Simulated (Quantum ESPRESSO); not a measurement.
# SiC (Moissanite 6H) (P6_3mc) in Quantum ESPRESSO: further runs, part 2 of 2

Quantum ESPRESSO 7.5.

## (3) Band structure, RPBE

Contents of pw.in:

```
&CONTROL
  calculation = 'scf'
  prefix = 'pwscf'
  outdir = './tmp'
  pseudo_dir = './pseudo'
  tprnfor = .true.
  tstress = .true.
  disk_io = 'low'
/
&SYSTEM
  ibrav = 0
  nat = 12
  ntyp = 2
  ecutwfc = 82
  nbnd = 33
  input_dft = 'rpbe'
  occupations = 'smearing'
  smearing = 'fd'
  degauss = 0.00367493
/
&ELECTRONS
  conv_thr = 2.4d-09
  electron_maxstep = 120
  mixing_beta = 0.5
/
ATOMIC_SPECIES
Si    28.0850 Si.upf
C     12.0110 C.upf
CELL_PARAMETERS bohr
   5.8487023557    0.0000000000    0.0000000000
  -2.9243511779    5.0651248192    0.0000000000
   0.0000000000    0.0000000000   28.6671453106
ATOMIC_POSITIONS bohr
Si     2.9243511782    1.6883749396   13.1381526958
Si    -0.0000000003    3.3767498796   27.4717253511
Si     2.9243511782    1.6883749396   22.6957789424
Si    -0.0000000003    3.3767498796    8.3622062871
Si     0.0000000000    0.0000000000   17.9169658191
Si     0.0000000000    0.0000000000    3.5833931638
C      2.9243511782    1.6883749396    9.5547595320
C     -0.0000000003    3.3767498796   23.8883321873
C      2.9243511782    1.6883749396   19.1123857786
C     -0.0000000003    3.3767498796    4.7788131233
C      0.0000000000    0.0000000000   14.3335726553
C      0.0000000000    0.0000000000    0.0000000000
K_POINTS automatic
10 10 2 0 0 0
```

Contents of bands.in:

```
&CONTROL
  calculation = 'bands'
  prefix = 'pwscf'
  outdir = './tmp'
  pseudo_dir = './pseudo'
  disk_io = 'low'
  verbosity = 'high'
/
&SYSTEM
  ibrav = 0
  nat = 12
  ntyp = 2
  ecutwfc = 82
  nbnd = 33
  input_dft = 'rpbe'
  occupations = 'smearing'
  smearing = 'fd'
  degauss = 0.00367493
/
&ELECTRONS
  conv_thr = 1d-08
  electron_maxstep = 120
  mixing_beta = 0.5
  diago_full_acc = .true.
/
ATOMIC_SPECIES
Si    28.0850 Si.upf
C     12.0110 C.upf
CELL_PARAMETERS bohr
   5.8487023557    0.0000000000    0.0000000000
  -2.9243511779    5.0651248192    0.0000000000
   0.0000000000    0.0000000000   28.6671453106
ATOMIC_POSITIONS bohr
Si     2.9243511782    1.6883749396   13.1381526958
Si    -0.0000000003    3.3767498796   27.4717253511
Si     2.9243511782    1.6883749396   22.6957789424
Si    -0.0000000003    3.3767498796    8.3622062871
Si     0.0000000000    0.0000000000   17.9169658191
Si     0.0000000000    0.0000000000    3.5833931638
C      2.9243511782    1.6883749396    9.5547595320
C     -0.0000000003    3.3767498796   23.8883321873
C      2.9243511782    1.6883749396   19.1123857786
C     -0.0000000003    3.3767498796    4.7788131233
C      0.0000000000    0.0000000000   14.3335726553
C      0.0000000000    0.0000000000    0.0000000000
K_POINTS crystal
60
 0.0000000000  0.0000000000  0.0000000000 1
 0.0555555556  0.0000000000  0.0000000000 1
 0.1111111111  0.0000000000  0.0000000000 1
 0.1666666667  0.0000000000  0.0000000000 1
 0.2222222222  0.0000000000  0.0000000000 1
 0.2777777778  0.0000000000  0.0000000000 1
 0.3333333333  0.0000000000  0.0000000000 1
 0.3888888889  0.0000000000  0.0000000000 1
 0.4444444444  0.0000000000  0.0000000000 1
 0.5000000000  0.0000000000  0.0000000000 1
 0.4666666667  0.0666666667  0.0000000000 1
 0.4333333333  0.1333333333  0.0000000000 1
 0.4000000000  0.2000000000  0.0000000000 1
 0.3666666667  0.2666666667  0.0000000000 1
 0.3333333333  0.3333333333  0.0000000000 1
 0.3030303030  0.3030303030  0.0000000000 1
 0.2727272727  0.2727272727  0.0000000000 1
 0.2424242424  0.2424242424  0.0000000000 1
 0.2121212121  0.2121212121  0.0000000000 1
 0.1818181818  0.1818181818  0.0000000000 1
 0.1515151515  0.1515151515  0.0000000000 1
 0.1212121212  0.1212121212  0.0000000000 1
 0.0909090909  0.0909090909  0.0000000000 1
 0.0606060606  0.0606060606  0.0000000000 1
 0.0303030303  0.0303030303  0.0000000000 1
 0.0000000000  0.0000000000  0.0000000000 1
 0.0000000000  0.0000000000  0.5000000000 1
 0.0500000000  0.0000000000  0.5000000000 1
 0.1000000000  0.0000000000  0.5000000000 1
 0.1500000000  0.0000000000  0.5000000000 1
 0.2000000000  0.0000000000  0.5000000000 1
 0.2500000000  0.0000000000  0.5000000000 1
 0.3000000000  0.0000000000  0.5000000000 1
 0.3500000000  0.0000000000  0.5000000000 1
 0.4000000000  0.0000000000  0.5000000000 1
 0.4500000000  0.0000000000  0.5000000000 1
 0.5000000000  0.0000000000  0.5000000000 1
 0.4722222222  0.0555555556  0.5000000000 1
 0.4444444444  0.1111111111  0.5000000000 1
 0.4166666667  0.1666666667  0.5000000000 1
 0.3888888889  0.2222222222  0.5000000000 1
 0.3611111111  0.2777777778  0.5000000000 1
 0.3333333333  0.3333333333  0.5000000000 1
 0.3076923077  0.3076923077  0.5000000000 1
 0.2820512821  0.2820512821  0.5000000000 1
 0.2564102564  0.2564102564  0.5000000000 1
 0.2307692308  0.2307692308  0.5000000000 1
 0.2051282051  0.2051282051  0.5000000000 1
 0.1794871795  0.1794871795  0.5000000000 1
 0.1538461538  0.1538461538  0.5000000000 1
 0.1282051282  0.1282051282  0.5000000000 1
 0.1025641026  0.1025641026  0.5000000000 1
 0.0769230769  0.0769230769  0.5000000000 1
 0.0512820513  0.0512820513  0.5000000000 1
 0.0256410256  0.0256410256  0.5000000000 1
 0.0000000000  0.0000000000  0.5000000000 1
 0.5000000000  0.0000000000  0.5000000000 1
 0.5000000000  0.0000000000  0.0000000000 1
 0.3333333333  0.3333333333  0.0000000000 1
 0.3333333333  0.3333333333  0.5000000000 1
```

Potentials or basis: PseudoDojo 0.4.1 SR PBE standard.

Launch:

```console
$ OMP_NUM_THREADS=1 pw.x -in pw.in > pw.out
$ OMP_NUM_THREADS=1 pw.x -in bands.in > bands.out
```

It took 7.8 min on 1 thread of INTEL XEON PLATINUM 8581C at 2.30GHz (Emerald Rapids), shared host; peak memory 0.42 GiB.

The run converged. Its results:

| Property | Result |
| --- | --- |
| Free energy | -1677.4311 eV |
| Pressure | 1.1 GPa |
| Largest force | 0.139 eV/Å |
| Band gap on the k mesh | 2.08 eV, indirect (least direct gap 3.18 eV) |
| Band gap along the path | 2.08 eV, indirect (least direct gap 3.18 eV) |

Forces on the atoms (eV/Å):
```
Si   0.000  0.000  0.054
Si   0.000  0.000  0.054
Si   0.000  0.000  0.026
Si   0.000  0.000  0.026
Si   0.000  0.000  0.041
Si   0.000  0.000  0.041
C    0.000  0.000 -0.015
C    0.000  0.000 -0.015
C    0.000  0.000  0.033
C    0.000  0.000  0.033
C    0.000  0.000 -0.139
C    0.000  0.000 -0.139
```

Stress tensor (GPa, compression positive):
```
0.83 0.00 0.00
0.00 0.83 0.00
0.00 0.00 1.59
```

Levels at the corners of the path, in eV from the valence-band top:
| point | band 20 | band 21 | band 22 | band 23 | band 24 | band 25 | band 26 | band 27 | band 28 | band 29 |
| --- | --- | --- | --- | --- | --- | --- | --- | --- | --- | --- |
| Γ | -0.30 | -0.30 | -0.04 | 0.00 | 0.00 | 5.07 | 5.24 | 5.65 | 6.16 | 6.19 |
| M | -2.24 | -1.80 | -1.77 | -1.65 | -1.09 | 2.08 | 2.26 | 3.25 | 3.92 | 4.62 |
| K | -3.33 | -3.12 | -2.20 | -2.05 | -2.05 | 3.54 | 3.54 | 3.81 | 5.09 | 6.23 |
| Γ | -0.30 | -0.30 | -0.04 | 0.00 | 0.00 | 5.07 | 5.24 | 5.65 | 6.16 | 6.19 |
| A | -0.64 | -0.10 | -0.10 | -0.10 | -0.10 | 5.14 | 5.14 | 5.88 | 5.88 | 6.54 |
| L | -2.34 | -1.71 | -1.71 | -1.30 | -1.30 | 2.12 | 2.12 | 3.47 | 3.47 | 4.81 |
| H | -3.02 | -2.61 | -2.61 | -2.24 | -2.24 | 3.72 | 3.72 | 4.37 | 4.37 | 5.48 |
| A | -0.64 | -0.10 | -0.10 | -0.10 | -0.10 | 5.14 | 5.14 | 5.88 | 5.88 | 6.54 |
| L | -2.34 | -1.71 | -1.71 | -1.30 | -1.30 | 2.12 | 2.12 | 3.47 | 3.47 | 4.81 |
| M | -2.24 | -1.80 | -1.77 | -1.65 | -1.09 | 2.08 | 2.26 | 3.25 | 3.92 | 4.62 |
| K | -3.33 | -3.12 | -2.20 | -2.05 | -2.05 | 3.54 | 3.54 | 3.81 | 5.09 | 6.23 |
| H | -3.02 | -2.61 | -2.61 | -2.24 | -2.24 | 3.72 | 3.72 | 4.37 | 4.37 | 5.48 |

Caveat: the potentials were made for another functional, which shifts forces and pressure; some levels on the path didn't converge. A hybrid or GW would open this gap; RPBE tends to underestimate it.

## (4) Single point, PBE, 9.86 Å³/atom

Contents of pw.in:

```
&CONTROL
  calculation = 'scf'
  prefix = 'pwscf'
  outdir = './tmp'
  pseudo_dir = './pseudo'
  tprnfor = .true.
  tstress = .true.
  disk_io = 'nowf'
/
&SYSTEM
  ibrav = 0
  nat = 12
  ntyp = 2
  ecutwfc = 55
  ecutrho = 440
  nbnd = 33
  occupations = 'smearing'
  smearing = 'fd'
  degauss = 0.00367493
/
&ELECTRONS
  conv_thr = 2.4d-09
  electron_maxstep = 120
  mixing_beta = 0.5
/
ATOMIC_SPECIES
Si    28.0850 Si.pbe-n-rrkjus_psl.1.0.0.UPF
C     12.0110 C.pbe-n-kjpaw_psl.1.0.0.UPF
CELL_PARAMETERS angstrom
   3.0318190065    0.0000000000    0.0000000000
  -1.5159095032    2.6256322793    0.0000000000
   0.0000000000    0.0000000000   14.8603212692
ATOMIC_POSITIONS crystal
Si     0.6666666667    0.3333333333    0.4583000000
Si     0.3333333333    0.6666666667    0.9583000000
Si     0.6666666667    0.3333333333    0.7917000000
Si     0.3333333333    0.6666666667    0.2917000000
Si     0.0000000000    0.0000000000    0.6250000000
Si     0.0000000000    0.0000000000    0.1250000000
C      0.6666666667    0.3333333333    0.3333000000
C      0.3333333333    0.6666666667    0.8333000000
C      0.6666666667    0.3333333333    0.6667000000
C      0.3333333333    0.6666666667    0.1667000000
C      0.0000000000    0.0000000000    0.5000000000
C      0.0000000000    0.0000000000    0.0000000000
K_POINTS automatic
10 10 2 0 0 0
```

Potentials or basis: SSSP 1.3 efficiency PBE.

Launch:

```console
$ OMP_NUM_THREADS=1 pw.x -in pw.in > pw.out
```

Run time: 2 min. Hardware: 1 thread of AMD EPYC 7B13 (Zen 3), shared host; peak memory 0.56 GiB.

It converged, with:

- Free energy: -2439.9575 eV
- Pressure: 15.4 GPa
- Largest force: 0.153 eV/Å
- Band gap on the k mesh: 2.01 eV, indirect (least direct gap 3.12 eV)

## (5) Single point, PBE, 10.07 Å³/atom

Edit pw.in of step 4 so:

```diff
@@ -29,5 +29,5 @@
 CELL_PARAMETERS angstrom
-   3.0318190065    0.0000000000    0.0000000000
-  -1.5159095032    2.6256322793    0.0000000000
-   0.0000000000    0.0000000000   14.8603212692
+   3.0531705480    0.0000000000    0.0000000000
+  -1.5265852740    2.6441232567    0.0000000000
+   0.0000000000    0.0000000000   14.9649748670
 ATOMIC_POSITIONS crystal
```

Launch:

```console
$ OMP_NUM_THREADS=1 pw.x -in pw.in > pw.out
```

Run time: 2.2 min. Hardware: 1 thread of AMD EPYC 7B13 (Zen 3), shared host; peak memory 0.57 GiB.

Results (log left out):

```yaml
Free_energy: -2440.1572 eV
Pressure: 9.9 GPa
Largest_force: 0.149 eV/Å
Band_gap_on_the_k_mesh: 2.01 eV, indirect (least direct gap 3.12 eV)
```

## (6) Single point, PBE, 10.28 Å³/atom

Edit pw.in of step 5 so:

```diff
@@ -29,5 +29,5 @@
 CELL_PARAMETERS angstrom
-   3.0531705480    0.0000000000    0.0000000000
-  -1.5265852740    2.6441232567    0.0000000000
-   0.0000000000    0.0000000000   14.9649748670
+   3.0742275620    0.0000000000    0.0000000000
+  -1.5371137810    2.6623591657    0.0000000000
+   0.0000000000    0.0000000000   15.0681848517
 ATOMIC_POSITIONS crystal
```

Potentials or basis: SSSP 1.3 efficiency PBE.

Launch:

```console
$ OMP_NUM_THREADS=1 pw.x -in pw.in > pw.out
```

Run time: 2.3 min. Hardware: 1 thread of AMD EPYC 7B13 (Zen 3), shared host; peak memory 0.58 GiB.

It converged, with:

```yaml
Free_energy: -2440.2745 eV
Pressure: 4.9 GPa
Largest_force: 0.145 eV/Å
Band_gap_on_the_k_mesh: 2.02 eV, indirect (least direct gap 3.12 eV)
```

## (7) Single point, PBE, 10.49 Å³/atom

Edit pw.in of step 6 so:

```diff
@@ -29,5 +29,5 @@
 CELL_PARAMETERS angstrom
-   3.0742275620    0.0000000000    0.0000000000
-  -1.5371137810    2.6623591657    0.0000000000
-   0.0000000000    0.0000000000   15.0681848517
+   3.0950000000    0.0000000000    0.0000000000
+  -1.5475000000    2.6803486247    0.0000000000
+   0.0000000000    0.0000000000   15.1700000000
 ATOMIC_POSITIONS crystal
```

Launch:

```console
$ OMP_NUM_THREADS=1 pw.x -in pw.in > pw.out
```

Wall time 2.2 min (1 thread of AMD EPYC 7B13 (Zen 3), shared host); peak memory 0.59 GiB.

The run converged. Its results:

* Free energy: -2440.3172 eV
* Pressure: 0.4 GPa
* Largest force: 0.142 eV/Å
* Band gap on the k mesh: 2.02 eV, indirect (least direct gap 3.12 eV)

## (8) Single point, PBE, 10.70 Å³/atom

Edit pw.in of step 7 so:

```diff
@@ -29,5 +29,5 @@
 CELL_PARAMETERS angstrom
-   3.0950000000    0.0000000000    0.0000000000
-  -1.5475000000    2.6803486247    0.0000000000
-   0.0000000000    0.0000000000   15.1700000000
+   3.1154972861    0.0000000000    0.0000000000
+  -1.5577486430    2.6980997952    0.0000000000
+   0.0000000000    0.0000000000   15.2704665040
 ATOMIC_POSITIONS crystal
```

Launch:

```console
$ OMP_NUM_THREADS=1 pw.x -in pw.in > pw.out
```

It took 1.9 min on 1 thread of AMD EPYC 7B13 (Zen 3), shared host; peak memory 0.6 GiB.

The run converged. Its results:

- Free energy: -2440.2922 eV
- Pressure: -3.7 GPa
- Largest force: 0.138 eV/Å
- Band gap on the k mesh: 2.03 eV, indirect (least direct gap 3.12 eV)

## (9) Single point, PBE, 10.91 Å³/atom

Edit pw.in of step 8 so:

```diff
@@ -29,5 +29,5 @@
 CELL_PARAMETERS angstrom
-   3.1154972861    0.0000000000    0.0000000000
-  -1.5577486430    2.6980997952    0.0000000000
-   0.0000000000    0.0000000000   15.2704665040
+   3.1357283548    0.0000000000    0.0000000000
+  -1.5678641774    2.7156204146    0.0000000000
+   0.0000000000    0.0000000000   15.3696281560
 ATOMIC_POSITIONS crystal
```

Potentials or basis: SSSP 1.3 efficiency PBE.

Launch:

```console
$ OMP_NUM_THREADS=1 pw.x -in pw.in > pw.out
```

Run time: 2.3 min. Hardware: 1 thread of AMD EPYC 7B13 (Zen 3), shared host; peak memory 0.62 GiB.

The run converged. Its results:

| Item | Value |
| --- | --- |
| Free energy | -2440.2059 eV |
| Pressure | -7.4 GPa |
| Largest force | 0.135 eV/Å |
| Band gap on the k mesh | 2.03 eV, indirect (least direct gap 3.11 eV) |

## (10) Single point, PBE, 11.12 Å³/atom

Edit pw.in of step 9 so:

```diff
@@ -29,5 +29,5 @@
 CELL_PARAMETERS angstrom
-   3.1357283548    0.0000000000    0.0000000000
-  -1.5678641774    2.7156204146    0.0000000000
-   0.0000000000    0.0000000000   15.3696281560
+   3.1557016854    0.0000000000    0.0000000000
+  -1.5778508427    2.7329178263    0.0000000000
+   0.0000000000    0.0000000000   15.4675265161
 ATOMIC_POSITIONS crystal
```

Launch:

```console
$ OMP_NUM_THREADS=1 pw.x -in pw.in > pw.out
```

Wall time 2.1 min (1 thread of AMD EPYC 7B13 (Zen 3), shared host); peak memory 0.63 GiB.

The run converged. Its results:

- Free energy: -2440.0641 eV
- Pressure: -10.8 GPa
- Largest force: 0.132 eV/Å
- Band gap on the k mesh: 2.03 eV, indirect (least direct gap 3.11 eV)

## (11) Equation of state, PBE

Potentials or basis: SSSP 1.3 efficiency PBE.

No new run: the results of the series are fitted here.

What came out:

* Equilibrium volume: 10.51 Å³/atom
* Bulk modulus at fixed shape and positions: 213 GPa
* Pressure derivative of the bulk modulus: 3.9

Energy against volume, from the lowest point:
| volume (Å³/atom) | energy (meV/atom) |
| --- | --- |
| 9.858 | 29.97 |
| 10.068 | 13.33 |
| 10.277 | 3.55 |
| 10.487 | 0.00 |
| 10.697 | 2.08 |
| 10.907 | 9.27 |
| 11.116 | 21.09 |

Caveat: the cell was scaled at fixed shape and fractional positions, which overstates the stiffness of a crystal with free parameters, most of all of layers and chains.

## (12) Summary

| task | level | potentials or basis | cutoff (eV) | gap on the mesh (eV) | pressure (GPa) | largest force (eV/Å) |
| --- | --- | --- | --- | --- | --- | --- |
| band structure | PBEsol | PseudoDojo 0.4.1 SR PBEsol standard | 1116 | 1.92 | -3.1 | 0.14 |
| band structure | RPBE | PseudoDojo 0.4.1 SR PBE standard | 1116 | 2.08 | 1.1 | 0.14 |
| equation of state | PBE | SSSP 1.3 efficiency PBE | 748 | - | - | - |

Alike in all rows: no spin polarisation; cell as given; k mesh 10 × 10 × 2; smearing fermi-dirac 0.05 eV.

Caveats: some levels on the path didn't converge (some runs); the potentials were made for another functional, which shifts forces and pressure (some runs); the cell was scaled at fixed shape and fractional positions, which overstates the stiffness of a crystal with free parameters, most of all of layers and chains (some runs).

Total energies depend on the potentials used, so only differences within one code and one set of settings carry meaning.
